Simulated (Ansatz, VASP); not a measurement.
**TiB: VASP beside Ansatz**

INCAR

```
PREC     = Accurate       # precision mode
ENCUT    = 520            # plane-wave cutoff, eV
EDIFF    = 1E-8           # SCF threshold, eV
ISMEAR   = -1             # smearing method
SIGMA    = 0.05           # smearing width, eV
LREAL    = False          # projectors in reciprocal space
LASPH    = True           # aspherical terms in the spheres
NELM     = 60             # most SCF steps
ALGO     = Normal         # electronic algorithm
ISIF     = 2              # what is computed and relaxed
LWAVE    = False          # write WAVECAR
LCHARG   = False          # write CHGCAR
GGA      = CA             # functional
LEFG     = True         
NBANDS   = 14             # bands
```

The input KPOINTS:

```
regular mesh
0
Gamma
  13 13 13
```

The input POSCAR:

```
TiB
1.0
    0.0000000000      2.1149143128      2.1149143128
    2.1149143128      0.0000000000      2.1149143128
    2.1149143128      2.1149143128      0.0000000000
Ti B
1 1
Direct
    0.7500000000      0.7500000000      0.7500000000
    0.0000000000      0.0000000000      0.0000000000
```

Input for Ansatz:

```yaml
crystal:
  lattice:
    - [0.0, 2.1149143128, 2.1149143128]
    - [2.1149143128, 0.0, 2.1149143128]
    - [2.1149143128, 2.1149143128, 0.0]
  atoms:
    - { symbol: Ti, position: [0.75, 0.75, 0.75] }
    - { symbol: B, position: [0.0, 0.0, 0.0] }
kpoints:
  mp_grid: { grid: [13, 13, 13] }
scf:
  occupations: { method: fermi_dirac, width: 0.05 }
hamiltonian:
  xc: lda
  pseudopotentials: { kind: all_electron, datasets: crystal }
output:
  forces: true
  stress: true
  eigenvalues: true
  efg: { contact_densities: true }
```

Change from the starting cell: volume scaled by 1.02, crystal datasets.

Alike in both runs: task electric field gradients; functional LDA; k mesh 13 × 13 × 13; occupations fermi-dirac, width 0.05 eV; no spin polarisation.

```csv
,VASP,Ansatz
version,VASP 6.6.1,Ansatz 0.2.0
potentials or method,"VASP PAW LDA potentials, release 64 (Ti_sv, B)","all-electron PAW with datasets made for the crystal, scalar-relativistic"
plane-wave cutoff (eV),520,see its input
```

```csv
,VASP,Ansatz,Ansatz less VASP
pressure (GPa),97.5,97.5,+0.01
Vzz of the field gradient on the site that differs most (V/Å²),0.0,0.0,0.00
```

Ansatz ran all-electron here, so the differences hold the error of VASP's frozen core and of both bases.

Caveats: the cell as given lies far from equilibrium; so large a pressure means that the cell lies far from this level's equilibrium, or that cutoff or potentials fall short (VASP).
